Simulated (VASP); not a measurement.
# PbS (R3m) in VASP: a series of runs, part 2 of 2

VASP 6.6.1. The steps go on from the part before.

**3. Electric field gradients, LDA**

INCAR

```
PREC = Accurate
ENCUT = 520
EDIFF = 1E-8
ISMEAR = 0
SIGMA = 0.02
LREAL = F
LASPH = T
NELM = 60
ALGO = Fast
ISIF = 2
LWAVE = F
LCHARG = F
LEFG = T
```

KPOINTS

```
regular mesh
0
Gamma
  8 8 8
```

POSCAR

```
PbS
1.0
    2.1126617058      1.2197458045      3.4519162518
   -2.1126617058      1.2197458045      3.4519162518
    0.0000000000     -2.4394916091      3.4519162518
Pb S
1 1
Direct
    0.9805657800      0.9805657800      0.9805657800
    0.4750355500      0.4750355500      0.4750355500
```

Potentials or basis: VASP PAW LDA potentials, release 64 (Pb_d, S).

On the command line:

```
cat potpaw_LDA.64/Pb_d/POTCAR potpaw_LDA.64/S/POTCAR > POTCAR
mpirun -np 1 vasp_std > vasp.out
```

OUTCAR:

```text
PREC = Accurate
   ENCUT = 520
   EDIFF = 1E-8
   ISMEAR = 0
   LREAL = F
   LASPH = T
   NELM = 60
   ISIF = 2

 ion  position               nearest neighbor table
   1  0.981  0.981  0.981-   2 2.96   2 2.96   2 2.96   2 3.02   2 3.02   2 3.02
   2  0.475  0.475  0.475-   1 2.96   1 2.96   1 2.96   1 3.02   1 3.02   1 3.02

  LATTYP: Found a trigonal (rhomboedric) cell.
 ALAT       =     4.2269191050
 COS(alpha) =     0.5003774362

  Lattice vectors:

 A1 = (   2.1126617058,   1.2197458045,   3.4519162518)
 A2 = (  -2.1126617058,   1.2197458045,   3.4519162518)
 A3 = (   0.0000000000,  -2.4394916091,   3.4519162518)

Analysis of symmetry for initial positions (statically):
=====================================================================
 Subroutine PRICEL returns:
 Original cell was already a primitive cell.

 Routine SETGRP: Setting up the symmetry group for a
[... 599 lines left out ...]
  energy-cutoff  :      520.00
  volume of cell :       53.37
      direct lattice vectors                 reciprocal lattice vectors
     2.112661706  1.219745805  3.451916252     0.236668274  0.136640492  0.096564722
    -2.112661706  1.219745805  3.451916252    -0.236668274  0.136640492  0.096564722
     0.000000000 -2.439491609  3.451916252     0.000000000 -0.273280984  0.096564722

 POSITION                                       TOTAL-FORCE (eV/Angst)
 -----------------------------------------------------------------------------------
      0.00000     -0.00000     10.15449         0.000000     -0.000000      0.003702
      0.00000     -0.00000      4.91935         0.000000      0.000000     -0.003702
 -----------------------------------------------------------------------------------
    total drift:                                0.000000     -0.000000     -0.000037

  FREE ENERGIE OF THE ION-ELECTRON SYSTEM (eV)
  ---------------------------------------------------
  free  energy   TOTEN  =        -9.9593636046 eV

  energy  without entropy=       -9.9593636046  energy(sigma->0) =       -9.95936360

 Electric field gradients (V/A^2)
---------------------------------------------------------------------
 ion       V_xx      V_yy      V_zz      V_xy      V_xz      V_yz
---------------------------------------------------------------------
   1       0.083     0.083    -0.167     0.000    -0.000     0.000
   2       0.105     0.105    -0.209     0.000    -0.000     0.000
---------------------------------------------------------------------

 Electric field gradients after diagonalization (V/A^2)
 (convention: |V_zz| > |V_xx| > |V_yy|)
----------------------------------------------------------------------
 ion       V_xx      V_yy      V_zz     asymmetry (V_yy - V_xx)/ V_zz
----------------------------------------------------------------------
   1       0.083     0.083    -0.167       0.000
   2       0.105     0.105    -0.209       0.000
----------------------------------------------------------------------

           NMR quadrupolar parameters

 Cq : quadrupolar parameter    Cq=e*Q*V_zz/h
 eta: asymmetry parameters     (V_yy - V_xx)/ V_zz
 Q  : nuclear electric quadrupole moment in mb (millibarn)
----------------------------------------------------------------------
 ion       Cq(MHz)       eta       Q (mb)
----------------------------------------------------------------------
   1      -0.000       0.000       1.000
   2      -0.001       0.000       1.000
----------------------------------------------------------------------
```

OSZICAR:

```text
N       E                     dE             d eps       ncg     rms          rms(c)
DAV:   1     0.153823725071E+03    0.15382E+03   -0.95121E+03  1820   0.153E+03
DAV:   2     0.278182068745E+01   -0.15104E+03   -0.14750E+03  1952   0.356E+02
DAV:   3    -0.100766180748E+02   -0.12858E+02   -0.12649E+02  2362   0.104E+02
DAV:   4    -0.104184588895E+02   -0.34184E+00   -0.34162E+00  2038   0.198E+01
DAV:   5    -0.104306252832E+02   -0.12166E-01   -0.12166E-01  2588   0.376E+00    0.432E+00
RMM:   6    -0.996899729962E+01    0.46163E+00   -0.69681E-01  2043   0.532E+00    0.285E+00
RMM:   7    -0.996467125039E+01    0.43260E-02   -0.17693E-01  2639   0.316E+00    0.172E+00
RMM:   8    -0.996316971712E+01    0.15015E-02   -0.35898E-02  2006   0.163E+00    0.400E-01
RMM:   9    -0.995909569971E+01    0.40740E-02   -0.81413E-03  2375   0.101E+00    0.132E-01
RMM:  10    -0.995936609078E+01   -0.27039E-03   -0.38183E-03  2715   0.548E-01    0.578E-02
RMM:  11    -0.995941034586E+01   -0.44255E-04   -0.67299E-04  2796   0.219E-01    0.782E-02
RMM:  12    -0.995938555886E+01    0.24787E-04   -0.76170E-05  2611   0.724E-02    0.465E-02
RMM:  13    -0.995936940846E+01    0.16150E-04   -0.20431E-05  2386   0.369E-02    0.355E-02
RMM:  14    -0.995936346287E+01    0.59456E-05   -0.25370E-05  2372   0.356E-02    0.481E-03
RMM:  15    -0.995936359281E+01   -0.12994E-06   -0.24532E-06  2549   0.136E-02    0.453E-03
RMM:  16    -0.995936360676E+01   -0.13951E-07   -0.42774E-07  2380   0.604E-03    0.412E-03
RMM:  17    -0.995936360460E+01    0.21671E-08   -0.55657E-08  1795   0.223E-03
   1 F= -.99593636E+01 E0= -.99593636E+01  d E =-.510239E-14
```

Wall time 21 s (1 thread of Intel Xeon 6975P-C (Granite Rapids), shared host); peak memory 0.19 GiB.

Results:

```yaml
Free_energy: -9.9594 eV
Pressure: -3.7 GPa
Largest_force: 0.004 eV/Å
Band_gap_on_the_k_mesh: 0.31 eV, direct
```

Forces on the atoms (eV/Å):
```
Pb   0.000  0.000  0.004
S    0.000  0.000 -0.004
```

Levels at points of the mesh, in eV from the valence-band top:
| k point | band 6 | band 7 | band 8 | band 9 | band 10 | band 11 | band 12 | band 13 | band 14 |
| --- | --- | --- | --- | --- | --- | --- | --- | --- | --- |
| (0.00, 0.00, 0.00) | -13.34 | -6.09 | -2.02 | -2.02 | -2.02 | 5.00 | 5.03 | 5.03 | 6.75 |
| (0.50, 0.00, 0.00) | -12.11 | -8.77 | -1.64 | -1.64 | 0.00 | 0.31 | 1.92 | 1.93 | 8.47 |
| (0.50, 0.50, 0.00) | -11.71 | -7.22 | -5.03 | -3.29 | -3.28 | 3.83 | 5.42 | 5.51 | 5.53 |
| (0.50, 0.50, 0.50) | -12.11 | -8.76 | -1.64 | -1.64 | -0.05 | 0.35 | 1.92 | 1.92 | 8.46 |

Electric field gradients, principal values (V/Å²):
```tsv
atom	Vxx	Vyy	Vzz
1 Pb	0.083	0.083	-0.167
2 S	0.105	0.105	-0.209
```

Caveat: spin-orbit coupling is left out, which as a rule narrows the gap of such compounds by several tenths of an eV.

**4. For comparison**

An earlier run on the cell as given: functional PBE; potentials or basis VASP PAW PBE potentials, release 64 (Pb_d, S); cutoff 520 eV; k mesh 8 × 8 × 8; occupations fermi-dirac, width 0.05 eV; no spin polarisation.

* Pressure: 0.8 GPa
* Largest force: 0.019 eV/Å
* Band gap on the k mesh: 0.46 eV, direct

**5. The runs side by side**

```csv
task,level,potentials or basis,smearing,k mesh for the DOS,occupations for the DOS,gap on the mesh (eV),pressure (GPa)
density of states,LDA,"VASP PAW LDA potentials, release 64 (Pb_d, S)",gaussian 0.02 eV,12 × 12 × 12,tetrahedron,-,-
electric field gradients,LDA,"VASP PAW LDA potentials, release 64 (Pb_d, S)",gaussian 0.02 eV,-,-,0.31,-3.7
single point,PBE,"VASP PAW PBE potentials, release 64 (Pb_d, S)",fermi-dirac 0.05 eV,-,-,0.46,0.8
```

Alike in all rows: no spin polarisation; cell as given; k mesh 8 × 8 × 8; cutoff (eV) 520.

Caveats: spin-orbit coupling is left out, which as a rule narrows the gap of such compounds by several tenths of an eV (some runs).

Total energies depend on the potentials used, so only differences within one code and one set of settings carry meaning.
